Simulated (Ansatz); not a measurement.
Strain response of AlGaN$_{2}$

All numbers below come from DFT LDA, scalar-relativistic, plane waves, PAW (Ansatz). Settings: 420 eV cutoff, 8×8×6 k-mesh, Gaussian smearing of 0.02 eV, no spin polarisation.

Starting point, cell and atoms relaxed:

```xyz
4
Lattice="3.1153 0.0000 0.0000 0.0000 3.1153 0.0000 0.0000 0.0000 4.3843" Properties=species:S:1:pos:R:3 pbc="T T T"
Al    1.5576    1.5576    2.1922
Ga    0.0000    0.0000    0.0000
N     1.5576    0.0000    3.2446
N     0.0000    1.5576    1.1397
```

Deformation: c alone is stretched, the rest of the cell is held and the atoms relax, all within the symmetry that the strain leaves. Energies are extrapolated to zero smearing. Gaps are Kohn–Sham gaps over the whole zone.

```
strain (%)  ΔE (meV/atom) a (Å) b (Å) c (Å) gap (eV)
      -6.0           35.3  3.115  3.115  4.121      3.42
      -4.0           15.6  3.115  3.115  4.209      3.37
      -2.0            3.9  3.115  3.115  4.297      3.23
      +0.0            0.0  3.115  3.115  4.384      3.05
      +2.0            3.8  3.115  3.115  4.472      2.88
      +4.0           15.1  3.115  3.115  4.560      2.70
      +6.0           33.8  3.115  3.115  4.647      2.52
```

Q: What stiffness (1/V) d²E/dε² at zero strain does a cubic fit over all points give?

A: A cubic fit gives (1/V) d²E/dε² = 289 GPa at zero strain (the elastic constant along c at held a and b).

Q: How fast does the gap move with strain on either side?

A: -87 meV per percent on the compressed side and -88 meV per percent on the stretched side; it is direct at -2.0 %, direct at zero and direct at +2.0 %.